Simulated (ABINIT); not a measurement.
Here is an ABINIT 10.8.3 (patched build) calculation.

run.abi

```
# Datasets: ground state, then fixed potential
ndtset 2

# Pseudopotentials
pp_dirpath "./"
pseudos "As.GGA_PBE-JTH_sp.xml, B.GGA_PBE-JTH.xml"

# Structure
acell 3*1.0
rprim
     0.0000000000     4.5136108487     4.5136108487
     4.5136108487     0.0000000000     4.5136108487
     4.5136108487     4.5136108487     0.0000000000
ntypat 2
znucl 33 5
natom 2
typat 1 2
xcart
     3.5827500000     3.5827500000     3.5827500000
     0.0000000000     0.0000000000     0.0000000000 Angstrom

# Plane-wave basis
ecut 15.0
pawecutdg 30.0

# Exchange and correlation
ixc 14

# Bands and occupations
occopt 3
tsmear 0.05 eV

# SCF cycle
nstep 100

# Output
iomode 3
prtwf 0
prteig 0
prtebands 0
enunit 1
prtden1 1

# Dataset 1
kptopt1 1
ngkpt1 10 10 10
nshiftk1 1
shiftk1 0.0 0.0 0.0
nband1 8
tolvrs1 1.0e-9

# Dataset 2: bands along G-X-W-K-G-L-U-W-L-K
iscf2 -2
getden2 1
nband2 12
nbdbuf2 2
tolwfr2 1.0e-12
kptopt2 -9
ndivsm2 8
prteig2 1
kptbounds2
     0.0000000000     0.0000000000     0.0000000000
     0.5000000000     0.0000000000     0.5000000000
     0.5000000000     0.2500000000     0.7500000000
     0.3750000000     0.3750000000     0.7500000000
     0.0000000000     0.0000000000     0.0000000000
     0.5000000000     0.5000000000     0.5000000000
     0.6250000000     0.2500000000     0.6250000000
     0.5000000000     0.2500000000     0.7500000000
     0.5000000000     0.5000000000     0.5000000000
     0.3750000000     0.3750000000     0.7500000000
```

Potentials or basis: JTH PAW PBE v2.0 sp.

Command:

```console
$ abinit run.abi > log 2>&1
```

Task: Predict the band gap on the k mesh.

Result: 1.21 eV, indirect (least direct gap 3.31 eV).

Task: What does it give for the pressure?

Result: 5.3 GPa.

Levels at the corners of the path, in eV from the valence-band top:
```
point  band 1  band 2  band 3  band 4  band 5  band 6  band 7  band 8  band 9
    Γ  -15.41    0.00    0.00    0.00    3.31    3.31    3.31    4.78    9.83
    X  -11.22   -8.56   -4.07   -4.07    1.45    1.49   11.55   11.55   13.16
    W  -11.05   -8.11   -5.48   -5.20    5.39    6.07    6.91    7.13   12.59
    K  -11.26   -8.19   -5.95   -3.48    2.09    5.67    9.38    9.91   10.85
    Γ  -15.41    0.00    0.00    0.00    3.31    3.31    3.31    4.78    9.83
    L  -12.55   -8.80   -1.82   -1.82    2.74    4.84    4.84    9.13   12.98
    U  -11.26   -8.19   -5.95   -3.48    2.09    5.67    9.38    9.91   10.85
    W  -11.05   -8.11   -5.48   -5.20    5.39    6.07    6.91    7.13   12.59
    L  -12.55   -8.80   -1.82   -1.82    2.74    4.84    4.84    9.13   12.98
    K  -11.26   -8.19   -5.95   -3.48    2.09    5.67    9.38    9.91   10.85
```

Caveat: the PAW data sets were made with another functional, which shifts forces and pressure a little; this set keeps more shells in the core, which shifts pressures and gaps. Expect the measured gap to be larger: semilocal functionals such as revPBE lack the derivative discontinuity.
